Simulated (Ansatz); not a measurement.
A plane-wave DFT run in Ansatz 0.2.0 (scalar-relativistic PAW potentials unless the input names others): input and command.

```yaml
crystal:
  lattice:
    - [3.1835586449, 3.1835586449, -3.1835586449]
    - [-3.1835586449, -3.1835586449, -3.1835586449]
    - [-3.1835586449, 3.1835586449, 3.1835586449]
  atoms:
    - { symbol: W, position: [0.0, 0.5, 0.0] }
    - { symbol: W, position: [0.5, 0.5, 0.0] }
    - { symbol: W, position: [0.0, 0.5, 0.5] }
    - { symbol: W, position: [0.5, 0.5, 0.5] }
    - { symbol: W, position: [0.0, 0.0, 0.0] }
    - { symbol: W, position: [0.5, 0.0, 0.0] }
    - { symbol: W, position: [0.0, 0.0, 0.5] }
    - { symbol: W, position: [0.5, 0.0, 0.5] }
basis:
  ecutwfc: 420
kpoints:
  mp_grid: { grid: [14, 14, 14] }
hamiltonian:
  xc: pbe
scf:
  occupations: { method: fermi_dirac, width: 0.3 }
  n_extra_bands: 0
  max_iter: 60
output:
  forces: true
  eigenvalues: true
  stress: true
```

```bash
ansatz run input.yaml --threads 2 --pin off --max-ram 5120MiB --backend cpu --events-out ev --progress --plain --runs-dir out
```

Question: Will this input run?

Answer: The program refuses it, because of too few bands (scf.n_extra_bands: not typed → 0). Also changed, but not at fault: scf.occupations: {"method": "gaussian", "width": 0.15} → {"method": "fermi_dirac", "width": 0.3}. With the sound run's settings it is accepted.

Abridged log:
```
Error: inconsistent input (scf.n_extra_bands, scf.occupations.method): n_bands = 56 leaves no empty band above the 56 bands per channel that the deck's 112 electrons occupy, and the occupations search for the Fermi level (a smearing at a finite width, or tetrahedra): a level found among occupied bands alone can fill a metal as an insulator; raise scf.n_extra_bands until at least 57 bands are solved (omitted, it auto-derives to 75) (see scf.n_extra_bands in the input reference)
```